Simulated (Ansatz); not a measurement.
Crystal: Li.

```
Li
1.0
     0.00000    2.20200    2.20200
     2.20200    0.00000    2.20200
     2.20200    2.20200    0.00000
Li
1
Direct
  0.00000 0.00000 0.00000
```

This isn't the form of Li at room conditions, which is bcc.

| Quantity | Value |
| --- | --- |
| Program | Ansatz 0.2.0 |
| Task | relaxation of cell and atoms |
| Functional | PBEsol |
| Potentials or basis | Ansatz PAW |
| Cutoff | 420 eV (not typed: the program's choice for these potentials) |
| k mesh | 10 × 10 × 10 |
| Occupations | fermi-dirac, width 0.05 eV |
| Spin | no spin polarisation |

At the start: volume 21.35 Å³/atom.

Question: How do energy, volume and symmetry change on relaxing?

Answer: It ends after 4 steps and the volume is 20.16 Å³/atom (-5.6 %); space group Fm-3m (No. 225, to 0.05 Å).

The path:
```
step  energy change (eV)  largest force (eV/Å)  volume (Å³)
   1              0.0000                0.0000        21.35
   2             -0.0017                0.0000        20.86
   3             -0.0026                0.0000        20.16
   4             -0.0025                0.0000        20.16
```

Final structure:
```xyz
1
Lattice="0.0000 2.1603 2.1603 2.1603 0.0000 2.1603 2.1603 2.1603 0.0000" Properties=species:S:1:pos:R:3 pbc="T T T"
Li    0.0000    0.0000    0.0000
```

Caveat: the plane-wave basis is chosen anew once the cell has moved, so the energies of steps on either side of that aren't comparable.
